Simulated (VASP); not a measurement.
Write the native input for VASP 6.6.1 that does the following.

```
Task                   : single point
Functional             : PBEsol
Dispersion             : D3(BJ)
Potentials or basis    : VASP PAW PBE potentials, release 64 (Ga_d, N)
Cutoff                 : 520 eV
k mesh                 : 12 × 12 × 1
Occupations            : gaussian, width 0.03 eV
Spin                   : no spin polarisation
Dipole correction      : yes
Further INCAR settings : ALGO = Fast; EDIFF = 1e-07; NBANDS = 16
```

The structure of GaN lies in POSCAR:

```
GaN
1.0
    3.2000000000      0.0000000000      0.0000000000
   -1.6000000000      2.7712812921      0.0000000000
    0.0000000000      0.0000000000     14.0000000000
Ga N
1 1
Direct
    0.3333330000      0.6666670000      0.5000000000
    0.6666670000      0.3333330000      0.5000000000
```

The cell was built by a generator and needn't be a form met in nature.

The input as run:

INCAR

```
SYSTEM = GaN
  ALGO = Fast
  DIPOL = 0.5 0.5 0.500
  EDIFF = 1E-7
  ENCUT = 520
  GGA = PS
  IDIPOL = 3
  ISIF = 2
  ISMEAR = 0
  IVDW = 12
  LASPH = .TRUE.
  LCHARG = .FALSE.
  LDIPOL = .TRUE.
  LREAL = .FALSE.
  LWAVE = .FALSE.
  NBANDS = 16
  NELM = 100
  PREC = Accurate
  SIGMA = 0.03
```

KPOINTS

```
k-points
0
G
  12 12 1
  0 0 0
```

Potentials or basis: VASP PAW PBE potentials, release 64 (Ga_d, N).

Launch:

```sh
$ cat potpaw_PBE.64/Ga_d/POTCAR potpaw_PBE.64/N/POTCAR > POTCAR
$ mpirun -np 1 vasp_std > vasp.out
```

It gave:

```json
{
  "Band gap on the k mesh": "2.24 eV, indirect (least direct gap 2.53 eV)",
  "Dispersion energy per atom": "-0.065 eV"
}
```

Wall time 72 s on 1 thread of Intel(R) Xeon(R) Platinum 8488C (Sapphire Rapids), with other jobs on the host, peak memory 0.24 GiB.
